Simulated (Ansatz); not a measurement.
Si2Mo:

```
Mo Si
1.0
    -1.60000    1.60000    3.93050
     1.60000   -1.60000    3.93050
     1.60000    1.60000   -3.93050
Mo Si
1 2
Direct
  0.00000 0.00000 0.00000
  0.66700 0.66700 0.00000
  0.33300 0.33300 0.00000
```

```yaml
Program: Ansatz 0.2.0
Task: single point
Functional: PBEsol
Potentials_or_basis: all-electron LAPW, scalar-relativistic
Cutoff: 223 eV (chosen from the basis error)
Basis_error_allowed: 0.001 eV/atom
k_mesh: 12 × 12 × 12
Occupations: fermi-dirac, width 0.05 eV
Spin: no spin polarisation
```

On this cell: pressure -2.7 GPa; largest force 0.326 eV/Å; band gap on the k mesh none (metal or under the smearing width).

The same run follows on a disturbed copy (atoms moved at random, drawn with an rms of 0.05 Å):

```
Mo Si
1.0
    -1.60000    1.60000    3.93050
     1.60000   -1.60000    3.93050
     1.60000    1.60000   -3.93050
Mo Si
1 2
Direct
  0.01766 0.00186 0.00664
  0.67784 0.69432 0.02500
  0.33200 0.34581 0.01150
```

Question: What does the disturbed cell give?

Answer: The energy (extrapolated to zero smearing) moves by +19.8 meV/atom; pressure -2.4 GPa; largest force 0.954 eV/Å; band gap on the k mesh none (metal or under the smearing width).

Forces on the atoms (eV/Å):
```
Mo   0.603 -0.268 -0.339
Si  -0.478  0.043 -0.580
Si  -0.124  0.225  0.919
```

Stress tensor (GPa, compression positive):
```
-2.07 -0.30 -0.23
-0.30 -1.89  0.07
-0.23  0.07 -3.35
```

The runs don't all hold the same shells in valence.
